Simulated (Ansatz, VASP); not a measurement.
**SrO: VASP beside Ansatz**

File INCAR:

```
SYSTEM = SrO
PREC = Accurate ; ENCUT = 520
EDIFF = 1E-6 ; ISMEAR = 0
SIGMA = 0.01 ; LREAL = .False.
LASPH = .True. ; NELM = 100
ALGO = Normal ; ISIF = 2
LWAVE = .False. ; LCHARG = .False.
GGA = PE ; NBANDS = 15
```

The input KPOINTS:

```
regular mesh
0
Gamma
  6 6 6
  0 0 0
```

POSCAR

```
SrO
1.0
    3.1335790780      0.0000000000      0.0000000000
    0.0000000000      3.1335790780      0.0000000000
    0.0000000000      0.0000000000      3.1335790780
Sr O
1 1
Direct
    0.0000000000      0.0000000000      0.0000000000
    0.5000000000      0.5000000000      0.5000000000
```

Input for Ansatz:

```yaml
crystal:
  lattice:
    - [3.133579078, 0.0, 0.0]
    - [0.0, 3.133579078, 0.0]
    - [0.0, 0.0, 3.133579078]
  atoms:
    - { symbol: Sr, position: [0.0, 0.0, 0.0] }
    - { symbol: O, position: [0.5, 0.5, 0.5] }
kpoints:
  mp_grid: { grid: [6, 6, 6] }
hamiltonian:
  xc: pbe
scf:
  occupations: { method: fixed }
  n_extra_bands: 4
output:
  forces: true
  stress: true
  eigenvalues: true
```

Alike in both runs: task single point; functional PBE; k mesh 6 × 6 × 6; no spin polarisation.

|  | VASP | Ansatz |
| --- | --- | --- |
| version | VASP 6.6.1 | Ansatz 0.2.0 |
| potentials or method | VASP PAW PBE potentials, release 64 (Sr_sv, O) | plane waves, PAW |
| plane-wave cutoff (eV) | 520 | 420 |
| occupations | gaussian, width 0.01 eV | fixed |
| valence electrons in the cell | 16 | 16 |

```tsv
	VASP	Ansatz	Ansatz less VASP
gap on the k mesh at the Fermi level (eV)	2.75	2.80	+0.051
pressure (GPa)	0.7	0.0	-0.68
```

A k mesh can miss the band edges.
